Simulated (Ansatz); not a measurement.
Cu under changes of volume

One of the cells (11.436 Å³/atom); the others are scaled copies at fixed shape and fractional positions:

```xyz
2
Lattice="2.5341 0.0000 0.0000 -1.2670 2.1946 0.0000 0.0000 0.0000 4.1126" Properties=species:S:1:pos:R:3 pbc="T T T"
Cu    1.2670    0.7315    3.0844
Cu    0.0000    1.4631    1.0281
```

This isn't the form of Cu at room conditions, which is fcc.

- Program: Ansatz 0.2.0
- Functional: PBE0
- Potentials or basis: Ansatz PAW
- Cutoff: 420 eV (not typed: the program's choice for these potentials)
- k mesh: 8 × 8 × 4
- Occupations: fermi-dirac, width 0.05 eV
- Spin: no spin polarisation

| volume (Å³/atom) | energy over the lowest point (meV/atom) | pressure (GPa) |
| --- | --- | --- |
| 10.749 | 68.11 | 18.2 |
| 10.978 | 43.60 | 14.6 |
| 11.207 | 25.64 | 10.7 |
| 11.436 | ? | ? |
| 11.664 | 4.63 | 4.3 |
| 11.893 | 0.42 | 1.5 |
| 12.122 | 0.00 | -0.9 |

Task: What does the run at 11.436 Å³/atom give?

Result: Energy over the lowest point 12.90 meV/atom; pressure 7.4 GPa.

Worked out: A Birch-Murnaghan fit of order 3 (a polynomial in V^(-2/3)) to the other rows has its minimum at 12.04 Å³/atom with B0 = V·E''(V) = 119 GPa and B' = 6.4 at fixed shape and positions, which overstates the stiffness. It gives 12.72 meV/atom at 11.436 Å³/atom, against the run's 12.90, and -dE/dV = 7.3 GPa, against 7.4.

Energies are extrapolated to zero smearing.

Caveats: all runs use coarse meshes; the PAW data sets come from PBE, with cores solved anew for the run's functional, which leaves a small shift of forces and pressure; the thresholds are loose for stress.
